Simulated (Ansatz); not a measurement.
# H started in the widest void in cubic perovskite KZnF3, 41 atoms, charge +1

The calculation used DFT, PBEsol, PAW, plane waves in Ansatz.

Command:

```sh
ansatz run in.yaml --threads 7 --pin off --max-ram 13300MiB --runs-dir r --events-out ev --progress --plain
```

The input less its lattice and atoms:

```yaml
crystal:
  symmetry: { detect: false }
kpoints:
  mp_grid: { grid: [1, 1, 1], shift: [0.25, 0.25, 0.25] }
hamiltonian:
  xc: pbesol
total_charge: 1
scf:
  occupations: { method: fermi_dirac, width: 0.01 }
relax:
  f_tol: 0.03
  max_steps: 80
  escape_saddle: false
  adjacent_minimum: "off"
output:
  forces: true
  eigenvalues: true
  populations: true
  charged_corrections: { epsilon: 8 }
```

Start:

```
K Zn F H
1.0
     8.10453    0.00000    0.00000
     0.00000    8.10453    0.00000
     0.00000    0.00000    8.10453
K Zn F H
8 8 24 1
Cartesian
  8.1028 0.0142 8.0958
  8.0994 0.0283 4.0417
  0.0169 4.0520 8.0965
  8.0842 4.0153 4.0699
  4.0406 8.0824 0.0051
  4.0038 8.0955 4.0918
  4.0289 4.0577 8.0866
  4.0175 4.0380 4.0600
  2.0132 2.0514 2.0437
  2.0260 2.0124 6.1025
  2.0353 6.1086 2.0053
  2.0517 6.0867 6.0874
  6.0758 2.0344 2.0101
  6.0797 2.0081 6.0939
  6.0620 6.0883 2.0443
  6.0752 6.0747 6.0874
  2.0611 2.0342 8.0822
  2.0385 2.0488 4.0753
  2.0320 6.0940 0.0105
  2.0201 6.0974 4.0463
  6.0761 2.0326 8.1035
  6.0629 2.0206 4.0386
  6.0615 6.0580 0.0048
  6.0940 6.0412 4.0781
  8.0872 1.9861 2.0551
  8.0893 2.0878 6.0715
  0.0266 6.1048 2.0471
  8.0942 6.0801 6.0710
  4.0571 2.0477 2.0239
  4.0752 2.0362 6.1040
  4.0574 6.0882 1.9969
  4.0642 6.0710 6.0696
  2.0541 0.0216 2.0359
  2.0360 8.0894 6.0577
  2.0388 4.0478 2.0190
  1.9910 4.0718 6.0580
  6.0897 0.0203 2.0570
  6.0927 8.1025 6.0720
  6.0916 4.0580 2.0457
  6.0668 4.0713 6.0964
  4.0348 6.0528 4.0415
```

Steps:

```
 step  energy less the first (eV)  largest force component (eV/Å)
start                       0.000                           1.708
    1                      -1.248                           1.424
    2                      -2.083                           0.954
    3                      -2.569                           2.094
    4                      -3.042                           1.720
    5                      -3.376                           1.647
    6                      -3.674                           0.598
    7                      -3.873                           0.808
    8                      -4.053                           0.440
    9                      -4.103                           0.116
   10                      -4.111                           0.133
   11                      -4.119                           0.171
   12                      -4.129                           0.193
   13                      -4.132                           0.067
   14                      -4.133                           0.017
```

A structure on the way, about -2.08 eV from the start:

```xyz
41
Lattice="8.1045 0.0000 0.0000 0.0000 8.1045 0.0000 0.0000 0.0000 8.1045" Properties=species:S:1:pos:R:3 pbc="T T T"
K     8.0971    0.0209    8.1043
K     8.0923    0.0534    4.0453
K     0.0009    4.0445    8.0978
K     8.0824    3.9988    4.0684
K     4.0527    0.0363    0.0139
K     4.0366    0.2748    4.0731
K     4.0475    4.0112    8.0971
K     4.0407    3.7674    4.0579
Zn    2.0145    2.0447    2.0306
Zn    2.0159    2.0234    6.1018
Zn    2.0124    6.0982    1.9988
Zn    2.0191    6.0833    6.0970
Zn    6.0821    2.0301    2.0180
Zn    6.0830    2.0162    6.0965
Zn    6.0902    6.0819    2.0188
Zn    6.0937    6.0729    6.0972
F     2.0461    2.0298    8.0919
F     2.0432    2.0395    4.0706
F     2.0651    6.0926    0.0033
F     2.3431    6.0847    4.0442
F     6.0767    2.0263    0.0054
F     6.0556    2.0249    4.0535
F     6.0320    6.0735    0.0063
F     5.8082    6.0583    4.0588
F     8.1034    2.0005    2.0466
F     8.0957    2.0625    6.0713
F     0.0148    6.1002    2.0757
F     8.1026    6.0860    6.0399
F     4.0523    2.0409    2.0320
F     4.0602    2.0319    6.0868
F     4.0538    6.0810    2.2813
F     4.0521    6.0764    5.8020
F     2.0630    0.0067    2.0455
F     2.0425    8.0874    6.0523
F     2.0424    4.0627    2.0324
F     2.0211    4.0816    6.0545
F     6.0693    8.0946    2.0574
F     6.0742    8.0906    6.0657
F     6.0822    4.0701    2.0503
F     6.0536    4.0720    6.0807
H     3.9915    6.0753    4.0542
```

End:

```xyz
41
Lattice="8.1045 0.0000 0.0000 0.0000 8.1045 0.0000 0.0000 0.0000 8.1045" Properties=species:S:1:pos:R:3 pbc="T T T"
K     8.0773    0.0778    0.0360
K     8.0923    0.0916    4.0070
K     8.0769    3.9824    0.0368
K     8.0924    3.9681    4.0072
K     4.0792    0.0555    8.0931
K     4.1515    0.2040    3.9450
K     4.0795    4.0045    8.0932
K     4.1516    3.8546    3.9430
Zn    2.0448    2.0296    2.0219
Zn    2.0256    2.0299    6.0795
Zn    2.0707    6.0822    2.0197
Zn    1.7838    6.0825    6.2330
Zn    6.1132    2.0295    1.9802
Zn    6.0875    2.0296    6.0607
Zn    6.1008    6.0820    2.0001
Zn    6.1228    6.0819    6.0146
F     2.0450    2.0280    8.1032
F     2.0436    2.0312    4.0577
F     1.7878    6.0845    0.0425
F     2.6293    6.0812    4.1949
F     6.0857    2.0302    8.0742
F     6.1176    2.0290    4.0203
F     6.2420    6.0814    8.0361
F     5.8080    6.0822    4.0089
F     0.0304    2.0311    1.9951
F     0.0096    2.0268    6.0766
F     0.0616    6.0805    2.2801
F     8.0647    6.0841    5.6621
F     4.0756    2.0282    1.9836
F     4.0466    2.0326    6.0485
F     4.0610    6.0834    1.7703
F     4.0031    6.0774    5.9985
F     2.0589    8.0831    2.1049
F     2.0098    8.0518    6.0978
F     2.0629    4.0810    2.1003
F     2.0022    4.1122    6.1020
F     6.1176    8.1043    1.9836
F     6.0441    8.0946    6.0512
F     6.1138    4.0595    1.9855
F     6.0512    4.0688    6.0492
H     3.4794    6.0795    4.9852
```

The calculation finished and met its thresholds.

Time: 59 s of wall time on 7 threads of a Neoverse-V2 processor, on a host shared with other runs; peak host memory 1.1 GiB.

Task: How much energy did the relaxation gain, and which atom moved most?

Result: 4.13 eV in 14 steps, from a start with small random displacements (neighbours that lie too close to an added atom are first pushed off) (the gain also holds any tilting of the ideal host); atom 41 (H) moved 1.10 Å, the median atom 0.08 Å (drift of the whole cell removed).

The one k point has no symmetry partners, which can distort the end along one axis.
